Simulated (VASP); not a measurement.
# Ti2O3 (a cell with a defect) (Rutile) in VASP: notebook

One crystal, Ti2O3 (a cell with a defect) (Rutile), is run at these levels: LDA; tasks: single point.

Program: VASP 6.6.1. These are calculated values, not measurements. Logs are shortened: lines on timing, memory, paths and dates and some standing lists are left out, and cuts for length are marked.

## 1. Starting point

The cell holds a defect, 5 atoms: a = 4.592 Å, b = 4.592 Å, c = 2.957 Å, α = 90.00°, β = 90.00°, γ = 90.00°.

## 2. Single point, LDA

The input, INCAR:

```
PREC = Accurate
ENCUT = 520
EDIFF = 1E-7
ISMEAR = -1
SIGMA = 0.1
LREAL = False
LASPH = True
NELM = 100
ALGO = Fast
ISIF = 2
LWAVE = False
LCHARG = True
GGA = CA
LELF = True
LVHAR = True
NBANDS = 29
```

The input, KPOINTS:

```
Automatic mesh
0
Gamma
  3 3 4
```

The input, POSCAR:

```
Ti2O3
1.0
    4.5922000000      0.0000000000      0.0000000000
    0.0000000000      4.5922000000      0.0000000000
    0.0000000000      0.0000000000      2.9574000000
Ti O
2 3
Direct
    0.0000000000      0.0000000000      0.0000000000
    0.5000000000      0.5000000000      0.5000000000
    0.3049599321      0.3049599321      0.0000000000
   -0.1895403075      1.0779123296      0.5000784473
    0.6950400679      0.6950400679      0.0000000000
```

Potentials or basis: VASP PAW LDA potentials, release 64 (Ti_sv, O).

On the command line:

```bash
cat potpaw_LDA.64/Ti_sv/POTCAR potpaw_LDA.64/O/POTCAR > POTCAR
mpirun -np 1 vasp_std > vasp.out
```

OUTCAR:

```text
PREC = Accurate
   ENCUT = 520
   EDIFF = 1E-7
   ISMEAR = -1
   LREAL = False
   LASPH = True
   NELM = 100
   ISIF = 2
   GGA = CA

 ion  position               nearest neighbor table
   1  0.000  0.000  0.000-   4 1.75   4 1.75   3 1.98   5 1.98
   2  0.500  0.500  0.500-   3 1.95   5 1.95   3 1.95   5 1.95   4 2.41
   3  0.305  0.305  0.000-   2 1.95   2 1.95   1 1.98
   4  0.810  0.078  0.500-   1 1.75   1 1.75   2 2.41
   5  0.695  0.695  0.000-   2 1.95   2 1.95   1 1.98

  LATTYP: Found a simple tetragonal cell.
 ALAT       =     4.5922000000
 C/A-ratio  =     0.6440050520

  Lattice vectors:

 A1 = (   4.5922000000,   0.0000000000,   0.0000000000)
 A2 = (   0.0000000000,   4.5922000000,   0.0000000000)
 A3 = (   0.0000000000,   0.0000000000,   2.9574000000)

Analysis of symmetry for initial positions (statically):
=====================================================================
 Subroutine PRICEL returns:
 Original cell was already a primitive cell.

 Routine SETGRP: Setting up the symmetry group for a
 simple tetragonal supercell.

 Subroutine GETGRP returns: Found  1 space group operations
 (whereof  1 operations were pure point group operations)
 out of a pool of 16 trial point group operations.

The static configuration has the point symmetry C_1 .

Analysis of symmetry for dynamics (positions and initial velocities):
=====================================================================
 Subroutine PRICEL returns:
 Original cell was already a primitive cell.

 Routine SETGRP: Setting up the symmetry group for a
 simple tetragonal supercell.

 Subroutine GETGRP returns: Found  1 space group operations
 (whereof  1 operations were pure point group operations)
 out of a pool of 16 trial point group operations.

The dynamic configuration has the point symmetry C_1 .

 Subroutine INISYM returns: Found  1 space group operations
 (whereof  1 operations are pure point group operations),
 and found     1 'primitive' translations

----------------------------------------------------------------------------------------

                                     Primitive cell

  volume of cell :      62.3665

  direct lattice vectors                    reciprocal lattice vectors
     4.592200000  0.000000000  0.000000000     0.217760550  0.000000000  0.000000000
     0.000000000  4.592200000  0.000000000     0.000000000  0.217760550  0.000000000
     0.000000000  0.000000000  2.957400000     0.000000000  0.000000000  0.338134848

[... 86 lines left out ...]
   NSW    =      0    number of steps for IOM
   IBRION =     -1    ionic relax: 0-MD 1-quasi-New 2-CG
   NFREE  =      0    steps in history (QN), initial steepest desc. (CG)
   ISIF   =      2    stress and relaxation
   ISYM   =      2    0-nonsym 1-usesym 2-fastsym
   POTIM  = 0.5000    time-step for ionic-motion
   TEBEG  =    0.0;   TEEND  =   0.0 temperature during run
   PSTRESS=    0.0 pullay stress
   NELECT =      42.0000    total number of electrons
   NUPDOWN=      -1.0000    fix difference up-down
   EMIN   =  10.00;   EMAX   =-10.00  energy-range for DOS
   EFERMI =   0.00;   METHOD = LEGACY
   ISMEAR =    -1;   SIGMA  =   0.10  broadening in eV -4-tet -1-fermi 0-gaus
   EFERMI_NEDOS =   21; number of points for ismear=-14 and -15
   IALGO  =     68    algorithm
   IMIX   =      4    mixing-type and parameters
     AMIX     =   0.40;   BMIX     =  1.00
     AMIX_MAG =   1.60;   BMIX_MAG =  1.00
  volume/ion in A,a.u.               =      12.47        84.17
  Fermi-wavevector in a.u.,A,eV,Ry     =   1.434963  2.711687 28.016013  2.059119
  Thomas-Fermi vector in A             =   2.554314
   LORBIT       =      0    0 simple, 1 ext, 2 COOP (PROOUT), +10 PAW based schemes
   GGA     = CA    functional components
   LHFCALC =     F    Hartree Fock is set to
   AEXX    =    0.0000 exact exchange contribution
   IVDW    =     0    specifies the selected vdW correction
   LEPSILON=     F    determine dielectric tensor
   LRPA    =     F    only Hartree local field effects (RPA)
 non-spin polarized calculation
 RMM-DIIS sequential band-by-band and
  energy-cutoff  :      520.00
  volume of cell :       62.37
 maximum number of plane-waves:      1693
 NGX is ok and might be reduce to    36
   NGX = 17   NGY = 17   NGZ = 11

 number of electron      42.0000006 magnetization

 Free energy of the ion-electron system (eV)
  ---------------------------------------------------
  ext. energy  EPLUGINS =         0.00000000
  ---------------------------------------------------
  free energy    TOTEN  =       -46.53140435 eV

  energy without entropy =      -46.44685118  energy(sigma->0) =      -46.48912776

 E-fermi :   6.0577     XC(G=0): -11.2087

 val. band max:        6.0299120909   @ k =   0.3333  -0.3333   0.2500
 cond. band min:       6.0718414705   @ k =   0.0000   0.3333   0.5000
 fundamental gap:      0.0419293797
 Fermi energy:         6.0577056068

 k-point     1 :       0.0000    0.0000    0.0000
  band No.  band energies     occupation
      1     -51.6460      2.00000
      2     -51.3104      2.00000
      3     -28.4139      2.00000
      4     -28.2410      2.00000
      5     -28.1295      2.00000
      6     -28.0580      2.00000
[... 597 lines left out ...]
     28       8.3503      0.00000
     29       9.8771      0.00000

------------------------ aborting loop because EDIFF is reached ----------------------------------------

  FORCE on cell =-STRESS in cart. coord.  units (eV):
  Direction    XX          YY          ZZ          XY          YZ          ZX
  --------------------------------------------------------------------------------------
  -------------------------------------------------------------------------------------
  Total       -1.6942188     -0.3923006      4.9095758      0.0550597     -0.0033347      0.0043404
  in kB      -43.5239610    -10.0780818    126.1254989      1.4144665     -0.0856662      0.1115041
  external PRESSURE =      24.1744854 kB  Pullay stress =       0.0000000 kB

 VOLUME and BASIS-vectors are now :
 -----------------------------------------------------------------------------
  energy-cutoff  :      520.00
  volume of cell :       62.37
      direct lattice vectors                 reciprocal lattice vectors
     4.592200000  0.000000000  0.000000000     0.217760550  0.000000000  0.000000000
     0.000000000  4.592200000  0.000000000     0.000000000  0.217760550  0.000000000
     0.000000000  0.000000000  2.957400000     0.000000000  0.000000000  0.338134848

 POSITION                                       TOTAL-FORCE (eV/Angst)
 -----------------------------------------------------------------------------------
      0.00000      0.00000      0.00000         1.895963     -0.785804      0.004882
      2.29610      2.29610      1.47870         0.091949      0.434687      0.000143
      1.40044      1.40044      0.00000        -0.585235     -0.573923      0.000285
      3.72179      0.35779      1.47893        -1.054822      2.935802     -0.006218
      3.19176      3.19176      0.00000        -0.347854     -2.010762      0.000908
 -----------------------------------------------------------------------------------
    total drift:                                0.000299      0.000526      0.000009

  FREE ENERGIE OF THE ION-ELECTRON SYSTEM (eV)
  ---------------------------------------------------
  free  energy   TOTEN  =       -46.5314043474 eV

  energy  without entropy=      -46.4468511782  energy(sigma->0) =      -46.48912776
```

stdout:

```text
POSCAR found type information on POSCAR TiO
[... 32 lines left out ...]
 num prob  num prob  num prob  num prob  num prob  num prob  num prob  num prob  num prob  num prob  num prob  num prob  num prob  num prob  num prob  num prob  num prob  num prob  num prob  num prob  num prob  num prob  num prob  num prob  num prob  num prob  num prob  num prob  num prob  num prob  num prob  num prob  num prob  num prob  num prob
```

Wall time 3.1 min (1 thread of AMD EPYC 7R43 (Zen 3), shared host); peak memory 0.13 GiB.

What came out:

```yaml
Free_energy: -46.5314 eV
Pressure: 2.4 GPa
Largest_force: 3.120 eV/Å
Band_gap_on_the_k_mesh: 0.04 eV, indirect (least direct gap 0.33 eV)
```

Forces in eV/Å, atoms in the order of the input:
```
Ti   1.896 -0.786  0.005
Ti   0.092  0.435  0.000
O   -0.585 -0.574  0.000
O   -1.055  2.936 -0.006
O   -0.348 -2.011  0.001
```

Caveat: the k mesh is coarse (spacing up to 0.53 Å⁻¹), so the values aren't converged.

## 3. Single point, LDA

The input, INCAR:

```
PREC = Accurate ; ENCUT = 520
EDIFF = 1E-6 ; ISMEAR = -1
SIGMA = 0.1 ; LREAL = False
LASPH = True ; NELM = 100
ALGO = Normal ; ISIF = 2
LWAVE = False ; LCHARG = True
LELF = True ; LVHAR = True
NBANDS = 29
```

KPOINTS is that of step 2.

POSCAR: that of step 2 with these lines changed.

```diff
@@ -11,3 +11,3 @@
     0.3049599321      0.3049599321      0.0000000000
-   -0.1895403075      1.0779123296      0.5000784473
+   -0.1785806367      1.1785806367      0.5000000000
     0.6950400679      0.6950400679      0.0000000000
```

Potentials or basis: VASP PAW LDA potentials, release 64 (Ti_sv, O).

On the command line:

```bash
cat potpaw_LDA.64/Ti_sv/POTCAR potpaw_LDA.64/O/POTCAR > POTCAR
mpirun -np 1 vasp_std > vasp.out
```

It took 42 s on 1 thread of AMD EPYC 7R43 (Zen 3), shared host; peak memory 0.12 GiB.

Results (log left out):

- Free energy: -47.2178 eV
- Pressure: -6.8 GPa
- Largest force: 0.978 eV/Å
- Band gap on the k mesh: none (metal or under the smearing width)

Forces on the atoms (eV/Å):
```
Ti  -0.429  0.429  0.000
Ti   0.691 -0.691  0.000
O   -0.422 -0.233  0.000
O   -0.074  0.074  0.000
O    0.233  0.422  0.000
```

Stress tensor (GPa, compression positive):
```
-8.66  1.14  0.00
 1.14 -8.66  0.00
 0.00  0.00 -3.06
```

Levels at points of the mesh, in eV from the Fermi level:
| k point | band 19 | band 20 | band 21 | band 22 | band 23 | band 24 |
| --- | --- | --- | --- | --- | --- | --- |
| (0.00, 0.00, 0.00) | -3.58 | -2.62 | -1.18 | 0.12 | 0.73 | 0.75 |
| (0.00, 0.00, 0.50) | -4.58 | -4.00 | -0.13 | -0.07 | 0.75 | 1.29 |

Caveat: the k mesh is coarse (spacing up to 0.53 Å⁻¹), so the values aren't converged; semilocal functionals often make such compounds metallic where correlation or magnetic order opens a gap, which also shifts bond lengths.
